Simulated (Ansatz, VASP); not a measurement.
This is a calculation of W for VASP 6.6.1.

File INCAR:

```
  ALGO = Fast
  EDIFF = 1E-6
  ENCUT = 520
  GGA = PE
  ISIF = 2
  ISMEAR = -1
  LASPH = T
  LCHARG = F
  LREAL = F
  LWAVE = F
  NBANDS = 13
  NELM = 60
  PREC = Accurate
  SIGMA = 0.05
```

The input KPOINTS:

```
k-points
0
Gamma
  11 11 11
```

File POSCAR:

```
W
1.0
    0.0000000000      2.0025642044      2.0025642044
    2.0025642044      0.0000000000      2.0025642044
    2.0025642044      2.0025642044      0.0000000000
W
1
Direct
    0.0000000000      0.0000000000      0.0000000000
```

Potentials or basis: VASP PAW PBE potentials, release 64 (W_sv).

Launch:

```bash
$ cat potpaw_PBE.64/W_sv/POTCAR > POTCAR
$ mpirun -np 1 vasp_std > vasp.out
```

**Question.** Set up the same calculation for Ansatz 0.2.0. Potentials there: all-electron LAPW, scalar-relativistic.

**Answer.** As run (the cutoff follows the program's own potentials):

File input.yaml:

```yaml
crystal:
  lattice:
    - [0.0, 2.0025642044, 2.0025642044]
    - [2.0025642044, 0.0, 2.0025642044]
    - [2.0025642044, 2.0025642044, 0.0]
  atoms:
    - { symbol: W, position: [0.0, 0.0, 0.0] }
kpoints:
  mp_grid: { grid: [11, 11, 11] }
scf:
  occupations: { method: fermi_dirac, width: 0.05 }
hamiltonian:
  xc: pbe
  pseudopotentials: { kind: all_electron, lapw: { basis_error: 0.0005 } }
output:
  forces: true
  stress: true
  eigenvalues: true
```

Potentials or basis: all-electron LAPW, scalar-relativistic.

Launch:

```sh
$ ansatz run input.yaml --threads 1 --pin off --max-ram 2560MiB --backend cpu --events-out ev --progress --plain --runs-dir out
```

Both were run:

|  | VASP | Ansatz | Ansatz less VASP |
| --- | --- | --- | --- |
| gap on the k mesh at the Fermi level (eV) | none | none | - |
| pressure (GPa) | 7.8 | 7.3 | -0.44 |

A gap of «none» marks a metal or a gap that the smearing closes. Ansatz ran all-electron here, so the differences hold the error of VASP's frozen core and of both bases.

Spin-orbit coupling is left out, which matters for the levels of W.
